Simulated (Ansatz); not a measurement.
Property card for CoSi$_{2}$

Theory: Ansatz, DFT PBE, scalar-relativistic, plane waves, PAW.

Settings: cutoff 420 eV, Γ-centred mesh 14×14×14 on the computed 3-atom cell, Gaussian smearing of 0.10 eV; no spin polarisation.

The structure is relaxed at this level of theory with its symmetry kept.

```
Co Si
1.0
     0.00000    2.67992    2.67992
     2.67992    0.00000    2.67992
     2.67992    2.67992    0.00000
Co Si
1 2
Cartesian
  0.0000 0.0000 0.0000
  1.3400 1.3400 1.3400
  4.0199 4.0199 4.0199
```

| Item | Value |
| --- | --- |
| Space group | Fm-3m (No. 225) |
| Volume per atom | 12.83 Å³ |
| Formation energy from the elements' standard states (uncorrected) | -0.468 eV/atom |
| Kohn–Sham band gap | none (metal) |
| Density of states at the Fermi level | 1.05 states/eV per cell |
| Löwdin character within 0.5 eV of the Fermi level | Co 3d 44 %, Si 3p 43 %, unprojected 9 % |
| Bader charges (e) | Co (1 in the cell) -0.97, Si (2 in the cell) 0.48 |

A ferromagnetic start lost its moments in a first run, so spin was left out; other magnetic orders weren't tried.